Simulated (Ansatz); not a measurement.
# Does disorder add resistance in series? Ag(111) layers with 12.5 % Ru

Two lengths of the disordered region are known. What area resistance does the third give?

**Method.** Ansatz 0.2.0, plane waves with PAW datasets at their recommended cutoffs (420 eV for most), Fermi-Dirac smearing; ballistic transmission by layer matching. The area resistance is RA = A (h/2e²)(1/T − 1/N), with T the zone-mean transmission per spin and N the lead's channels, both averaged over a few energies near the Fermi level; for magnets each spin is taken apart, with h/e², and the two conduct in parallel. Lateral cell 2x2, PBE, a fresh random draw for each length.

The runs, with one result withheld:

| length (Å) | channels N | RA (fΩ m²) |
| --- | --- | --- |
| 9.44 | 3.266 | 0.778 |
| 18.9 | 3.266 | 2.20 |
| 28.3 | 3.266 | ? |

**Estimate by hand.**

Ohm's law makes RA linear in the length: the slope is (2.20 − 0.778)/(18.9 − 9.44) = 0.151 fΩ m² per Å, or 151 µΩ cm. Then 2.20 + 0.151 × 9.44. Predicted: 3.62 fΩ m².

Check against the run:

2.63 fΩ m², so the prediction is 38 % too high. The three lengths together give 98 µΩ cm. Single draws scatter; these runs don't part the causes of the miss, and leave the question open.

**Limits.** The scatterers repeat sideways with the small cell. The slope is a raw one; a model of isotropic scattering puts it 1.00 times the bulk value over these lengths. Atoms sit unrelaxed on the host's lattice, and the pair may not mix at random in practice.
